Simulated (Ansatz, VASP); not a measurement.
**HfN in VASP and in Ansatz**

The input INCAR:

```
PREC = Accurate
ENCUT = 600
EDIFF = 1E-7
ISMEAR = -1
SIGMA = 0.05
LREAL = F
LASPH = T
NELM = 60
ALGO = Normal
ISIF = 3
LWAVE = F
LCHARG = F
GGA = B5
ALDAX = 1.0
AGGAX = 1.0
AGGAC = 1.0
ALDAC = 0.0
IBRION = 2
NSW = 60
EDIFFG = -0.01
```

KPOINTS

```
regular mesh
0
Gamma
  9 9 9
```

Contents of POSCAR:

```
HfN
1.0
    0.0000000000      2.4548220000      2.4548220000
    2.4548220000      0.0000000000      2.4548220000
    2.4548220000      2.4548220000      0.0000000000
Hf N
1 1
Direct
    0.0000000000      0.0000000000      0.0000000000
    0.2500000000      0.2500000000      0.2500000000
```

input.yaml

```yaml
crystal:
  lattice:
    - [0.0, 2.454822, 2.454822]
    - [2.454822, 0.0, 2.454822]
    - [2.454822, 2.454822, 0.0]
  atoms:
    - { symbol: Hf, position: [0.0, 0.0, 0.0] }
    - { symbol: "N", position: [0.25, 0.25, 0.25] }
hamiltonian:
  xc: blyp
  pseudopotentials: { kind: paw }
kpoints:
  mp_grid: { grid: [9, 9, 9] }
scf:
  occupations: { method: fermi_dirac, width: 0.05 }
output:
  forces: true
  stress: true
  eigenvalues: true
relax:
  f_tol: 0.01
  max_steps: 40
  cell: { stress_tol: 0.05 }
```

The cell comes from a database or a generator and needn't be the stable form of this composition.

Alike in both runs: task relaxation of cell and atoms; functional BLYP; k mesh 9 × 9 × 9; occupations fermi-dirac, width 0.05 eV; no spin polarisation.

```csv
,VASP,Ansatz
version,VASP 6.6.1,Ansatz 0.2.0
potentials or method,"VASP PAW PBE potentials, release 64 (Hf_pv, N)",Ansatz PAW
plane-wave cutoff (eV),600,420
valence electrons in the cell,15,31
```

|  | VASP | Ansatz | Ansatz less VASP |
| --- | --- | --- | --- |
| gap on the k mesh at the Fermi level, each at its own relaxed structure (eV) | none | none | - |
| relaxed volume (Å³/atom) | 15.23 | 15.28 | +0.049 |
| relaxed cell length with the largest relative difference (Å) | 3.505 | 3.509 | +0.0038 |
| energy change over the relaxation (meV/atom) | -7 | -9 | -1.7 |

A gap of «none» marks a metal or a gap that the smearing closes. The two sets of potentials don't hold the same shells in valence.

Caveats: the PAW data sets were made with another functional, which shifts forces and pressure a little (VASP); the plane-wave basis is chosen anew once the cell has moved, so the energies of steps on either side of that aren't comparable (Ansatz); the pressure holds a Pulay correction of +0.4 GPa for the finite cutoff (Ansatz); the PAW data sets come from PBE, with cores solved anew for the run's functional, which leaves a small shift of forces and pressure (Ansatz). Spin-orbit coupling is left out, which matters for the levels of Hf.
